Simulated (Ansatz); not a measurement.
# InP: the relaxed cell by functional

The starting cell is an entry of the Crystallography Open Database (1940):

```yaml
crystal:
  lattice:
    - [0.00000, 2.93050, 2.93050]
    - [2.93050, 0.00000, 2.93050]
    - [2.93050, 2.93050, 0.00000]
  atoms:
    - { symbol: In, position: [0.00000, 0.00000, 0.00000] }
    - { symbol: P, position: [0.25000, 0.25000, 0.25000] }
```

Atoms and cell were relaxed at zero pressure with plane-wave PAW DFT (Ansatz 0.2.0; one set of PAW datasets, made under PBE, for all functionals; 420 eV, r2SCAN 500 eV; 8×8×8 Γ-centred mesh, fermi-dirac occupations of width 0.020 eV; no spin polarisation, no spin-orbit coupling, no dispersion correction), keeping the symmetry (F-43m, No. 216).

Task: What cells and energies do LDA, PBEsol, PBE, r2SCAN give?

Result: The relaxed conventional cells:

```
functional  a (Å)  volume (Å³/atom)  formation energy (eV/atom)
       LDA  5.827             24.73                      -0.216
    PBEsol  5.879             25.40                      -0.211
       PBE  5.960             26.47                      -0.244
    r2SCAN  5.908             25.77                      -0.377
 the entry  5.861             25.17                           –
```

LDA gives the smallest volume and PBE the largest, 7.0 % more, the usual order, since LDA overbinds and PBE's gradient terms loosen the lattice. Against the entry's volume: LDA -1.7 %, PBEsol +0.9 %, PBE +5.2 %, r2SCAN +2.4 %. No verdict is drawn from this: the entry is old or was flagged in a check, so the entry may be off as well as the functionals. The formation energies span 0.17 eV an atom, lowest under r2SCAN.

Caveats: each relaxation keeps the start's symmetry, so a distorted cell may lie lower; computed cells are at 0 K with fixed nuclei, while the entry holds thermal expansion, often some tenths of a per cent in volume and more in soft crystals; an old entry, and the compound itself may be in doubt; formation energies are at zero smearing against the elements' usual phases under the same functional, gases as free molecules, uncorrected.
